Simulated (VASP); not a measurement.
Set up this calculation in VASP 6.6.1, as the native input.

| Property | Result |
| --- | --- |
| Task | band structure |
| Functional | LDA |
| Potentials or basis | VASP PAW LDA potentials, release 64 (Hf_pv, O) |
| Cutoff | 520 eV |
| k mesh | 4 × 6 × 3 |
| Occupations | fermi-dirac, width 0.05 eV |
| Spin | no spin polarisation |
| Further INCAR settings | ALGO = Normal; EDIFF = 1e-06; NBANDS = 56 |

Crystal: HfO2.

```
Hf O
1.0
     5.55640    0.00000    0.00000
     0.00000    3.33360    0.00000
     0.00000    0.00000    6.50500
Hf O
4 8
Direct
  0.74868 0.75000 0.60787
  0.25132 0.25000 0.39213
  0.24868 0.75000 0.89213
  0.75132 0.25000 0.10787
  0.63950 0.25000 0.42340
  0.36050 0.75000 0.57660
  0.13950 0.25000 0.07660
  0.86050 0.75000 0.92340
  0.52079 0.25000 0.84145
  0.47921 0.75000 0.15855
  0.02079 0.25000 0.65855
  0.97921 0.75000 0.34145
```

Measurements of this composition are mostly on another form, of space group No. 14.

One way to write it, as run:

POSCAR

```
HfO2
1.0
    5.5563950000      0.0000000000      0.0000000000
    0.0000000000      3.3335970000      0.0000000000
    0.0000000000      0.0000000000      6.5049950000
Hf O
4 8
Direct
    0.7486820000      0.7500000000      0.6078710000
    0.2513180000      0.2500000000      0.3921290000
    0.2486820000      0.7500000000      0.8921290000
    0.7513180000      0.2500000000      0.1078710000
    0.6394990000      0.2500000000      0.4234000000
    0.3605010000      0.7500000000      0.5766000000
    0.1394990000      0.2500000000      0.0766000000
    0.8605010000      0.7500000000      0.9234000000
    0.5207940000      0.2500000000      0.8414530000
    0.4792060000      0.7500000000      0.1585470000
    0.0207940000      0.2500000000      0.6585470000
    0.9792060000      0.7500000000      0.3414530000
```

INCAR.step1

```
ALGO = Normal
EDIFF = 1E-6
ENCUT = 520
GGA = CA
ISIF = 2
ISMEAR = -1
LASPH = True
LCHARG = True
LMAXMIX = 4
LREAL = False
LWAVE = False
NBANDS = 56
NELM = 60
PREC = Accurate
SIGMA = 0.05
```

KPOINTS.step1

```
k-points
0
Gamma
  4 6 3
```

INCAR.step2

```
ALGO = Normal
EDIFF = 1E-6
ENCUT = 520
GGA = CA
ICHARG = 11
ISIF = 2
ISMEAR = 0
LASPH = True
LCHARG = False
LMAXMIX = 4
LREAL = False
LWAVE = False
NBANDS = 56
NELM = 60
PREC = Accurate
SIGMA = 0.05
```

KPOINTS.step2

```
path GXSYGZURTZ,YT,UX,SR
10
line-mode
reciprocal
 0.0000000000  0.0000000000  0.0000000000  G
 0.0000000000 -0.5000000000  0.0000000000  X

 0.0000000000 -0.5000000000  0.0000000000  X
-0.5000000000 -0.5000000000  0.0000000000  S

-0.5000000000 -0.5000000000  0.0000000000  S
-0.5000000000  0.0000000000  0.0000000000  Y

-0.5000000000  0.0000000000  0.0000000000  Y
 0.0000000000  0.0000000000  0.0000000000  G

 0.0000000000  0.0000000000  0.0000000000  G
 0.0000000000  0.0000000000 -0.5000000000  Z

 0.0000000000  0.0000000000 -0.5000000000  Z
 0.0000000000 -0.5000000000 -0.5000000000  U

 0.0000000000 -0.5000000000 -0.5000000000  U
-0.5000000000 -0.5000000000 -0.5000000000  R

-0.5000000000 -0.5000000000 -0.5000000000  R
-0.5000000000  0.0000000000 -0.5000000000  T

-0.5000000000  0.0000000000 -0.5000000000  T
 0.0000000000  0.0000000000 -0.5000000000  Z

-0.5000000000  0.0000000000  0.0000000000  Y
-0.5000000000  0.0000000000 -0.5000000000  T

 0.0000000000 -0.5000000000 -0.5000000000  U
 0.0000000000 -0.5000000000  0.0000000000  X

-0.5000000000 -0.5000000000  0.0000000000  S
-0.5000000000 -0.5000000000 -0.5000000000  R
```

Potentials or basis: VASP PAW LDA potentials, release 64 (Hf_pv, O).

The run is started by

```bash
$ cat potpaw_LDA.64/Hf_pv/POTCAR potpaw_LDA.64/O/POTCAR > POTCAR
$ cp INCAR.step1 INCAR
$ cp KPOINTS.step1 KPOINTS
$ mpirun -np 1 vasp_std > vasp.out
$ cp INCAR.step2 INCAR
$ cp KPOINTS.step2 KPOINTS
$ mpirun -np 1 vasp_std > vasp.out
```

It gave:

```
Band gap on the k mesh  : 3.25 eV, direct
Band gap along the path : 3.25 eV, direct
```

Caveat: the log is that of the step along the path at fixed density, whose energy, stress, charges and moments have no meaning; spin-orbit coupling is left out, which moves the levels of the heavy elements.

Run time: 11 min on 1 thread of Intel(R) Xeon(R) Platinum 8259CL CPU @ 2.50GHz (Skylake/Cascade Lake), with other jobs on the host, peak memory 0.59 GiB.
